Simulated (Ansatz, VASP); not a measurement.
Two plane-wave programs on MoS2

```
CELL_PARAMETERS angstrom
1.58000 0.91221 6.15000
-1.58000 0.91221 6.15000
0.00000 -1.82443 6.15000
ATOMIC_POSITIONS crystal
Mo 0.00109 0.99465 0.00229
S 0.39382 0.43175 0.43359
S 0.24200 0.24394 0.26031
```

Change from the starting cell: atoms moved at random, drawn with an rms of 0.05 Å.

Alike in both runs: task single point; functional PBE; k mesh 10 × 10 × 10; occupations fermi-dirac, width 0.05 eV; no spin polarisation.

|  | VASP | Ansatz |
| --- | --- | --- |
| version | VASP 6.6.1 | Ansatz 0.2.0 |
| potentials or method | VASP PAW PBE potentials, release 64 (Mo_sv, S) | Ansatz PAW |
| plane-wave cutoff (eV) | 520 | 420 |
| valence electrons in the cell | 26 | 26 |

|  | VASP | Ansatz | Ansatz less VASP |
| --- | --- | --- | --- |
| gap on the k mesh at the Fermi level (eV) | 0.91 | 0.89 | -0.016 |
| least direct gap on the mesh (eV) | 1.92 | 1.91 | -0.012 |
| pressure (GPa) | 1.9 | 2.0 | +0.13 |
| largest component of the traceless stress (GPa) | 2.07 | 2.08 | +0.003 |
| rms of the force components (eV/Å) | 0.513 | 0.513 | -0.0005 |

Atom by atom the forces differ by 0.006 eV/Å (rms over components).

A k mesh can miss the band edges.
